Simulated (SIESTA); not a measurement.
## MoS2 in SIESTA: convergence with real-space mesh cutoff

Crystal: MoS2.

```
Mo S
1.0
     1.58000    0.91221    6.15000
    -1.58000    0.91221    6.15000
     0.00000   -1.82443    6.15000
Mo S
1 2
Direct
  0.00109 0.99465 0.00229
  0.39382 0.43175 0.43359
  0.24200 0.24394 0.26031
```

The cell isn't the ideal one: atoms moved at random, drawn with an rms of 0.05 Å.

```yaml
Program: SIESTA 5.4.2
Task: single point
Functional: PBE
Potentials_or_basis: PseudoDojo 0.4 standard (PBE files)
Basis: DZP (energy shift 0.003 Ry; two zetas on semicore shells)
Grid_cutoff: 100 Ry
Energy_shift: 0.003 Ry
k_mesh: 6 × 6 × 6
Occupations: fermi-dirac, width 0.05 eV
Spin: no spin polarisation
```

These are the settings of the first run; the series varies real-space mesh cutoff, with any setting tied to it.

Hardware: 1 thread of Intel(R) Xeon(R) 6975P-C (Granite Rapids), with other jobs on the host.

Problem. The values tried are 100 Ry, 150 Ry, 200 Ry, 300 Ry, 400 Ry, 500 Ry, 700 Ry, loosest first. From which on does the energy stay within 1 meV/atom of the tightest run that finished?

Solution. From 150 Ry on.

```
real-space mesh cutoff  energy less the tightest run, at zero smearing (meV/atom)  pressure (GPa)  largest force (eV/Å)  SCF cycles  CPU time (s)  peak memory (GiB)
                100 Ry                                                      -2.40            4.84                 1.259          11            22               0.23
                150 Ry                                                      -0.66            4.82                 1.258          11            30               0.27
                200 Ry                                                      -0.28            4.81                 1.256          11            39               0.32
                300 Ry                                                      -0.04            4.80                 1.256          11            82               0.53
                400 Ry                                                      -0.02            4.80                 1.256          11           120               0.66
                500 Ry                                                      -0.01            4.80                 1.256          11           160               0.87
                700 Ry                                                       0.00            4.80                 1.256          11           210                1.1
```

Against the tightest run, the pressure stays within 0.1 GPa from 100 Ry on; the largest force stays within 0.005 eV/Å from 100 Ry on. Values are those asked for, which the program may round to a finer grid. The tightest run that finished is the yardstick and may itself not be fully converged.

Caveat, for the tightest run too: the basis of atomic orbitals isn't converged, which shifts pressures, moduli and gaps.
